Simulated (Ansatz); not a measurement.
Li: rattling a relaxed structure

The cell was reached from a generator's guess, though it ends in a space group that the Crystallography Open Database lists for this formula.

All numbers below come from DFT PBE, scalar-relativistic, plane waves, PAW in Ansatz. Plane waves to 420 eV, a k mesh through Γ of 22×22×20 on the computed 1-atom cell and Gaussian smearing (0.10 eV); no spin polarisation.

The cell below (1 atom, space group P6/mmm (No. 191)) is relaxed within its symmetry.

```xyz
1
Lattice="1.4677 -2.5429 0.0000 1.4677 2.5429 0.0000 0.0000 0.0000 2.7146" Properties=species:S:1:pos:R:3 pbc="T T T"
Li    0.0000    0.0000    0.0000
```

For the test a repeat of it with 4 atoms (edges 2.71, 5.87, 5.87 Å) was strained at random (σ = 1.5 % a component), the atoms were moved at random (σ = 0.05 Å), and all was relaxed again on a coarse 8×4×4 mesh (in the run’s order of axes) with 0.20 eV smearing, with no symmetry imposed.

Q: Does it come back?

A: It doesn't return. The energy falls by 79 meV/atom on that mesh, the volume changes by -0.1 %, and the end has space group I4/mmm (No. 139) at a loose tolerance. Relaxed again on a 24×24×24 mesh with 0.10 eV smearing, the new structure lies 66 meV/atom below the first (mesh in the axes of the run's cell; the cell below is made exact in the group named). Space group Fm-3m (No. 225), cubic, a = 4.324 Å. Li has 12 Li at 3.06 Å.

```
CELL_PARAMETERS angstrom
0.00000 2.16182 2.16182
2.16182 0.00000 2.16182
2.16182 2.16182 0.00000
ATOMIC_POSITIONS crystal
Li 0.50000 0.50000 0.50000
```
